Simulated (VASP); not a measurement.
**GaP: single point with PBE**

The system is GaP.

```
Ga P
1.0
     0.00000    2.72581    2.72581
     2.72581    0.00000    2.72581
     2.72581    2.72581    0.00000
Ga P
1 1
Cartesian
  0.0000 0.0000 0.0000
  1.3629 1.3629 1.3629
```

The cell is a database's computed one.

```
Program                : VASP 6.6.1
Task                   : single point
Functional             : PBE
Potentials or basis    : VASP PAW PBE potentials, release 64 (Ga_d, P)
Cutoff                 : 520 eV
k mesh                 : 4 × 4 × 4
Occupations            : gaussian, width 0.1 eV
Spin                   : no spin polarisation
Dipole correction      : no
Further INCAR settings : ALGO = Normal; EDIFF = 1e-06; NBANDS = 16
```

```yaml
Pressure: 2.8 GPa
Band_gap_on_the_k_mesh: 1.63 eV, indirect (least direct gap 1.81 eV)
```

Levels at points of the mesh, in eV from the valence-band top:
```csv
k point,band 5,band 6,band 7,band 8,band 9,band 10,band 11,band 12,band 13,band 14
"(0.00, 0.00, 0.00)",-14.50,-12.50,0.00,0.00,0.00,1.81,3.86,3.86,3.86,8.79
"(0.50, 0.00, 0.00)",-14.49,-10.43,-6.65,-1.12,-1.12,1.65,4.69,4.69,8.27,10.89
"(0.50, 0.50, 0.00)",-14.48,-9.52,-6.78,-2.69,-2.69,1.63,1.80,10.57,10.57,11.20
```

Wall time 16 s on 1 thread of AMD EPYC 7R13 Processor (Zen 3), with other jobs on the host, peak memory 0.13 GiB.

Caveat: the k mesh is coarse (spacing up to 0.50 Å⁻¹), so the values aren't converged. A k mesh can miss the band edges.
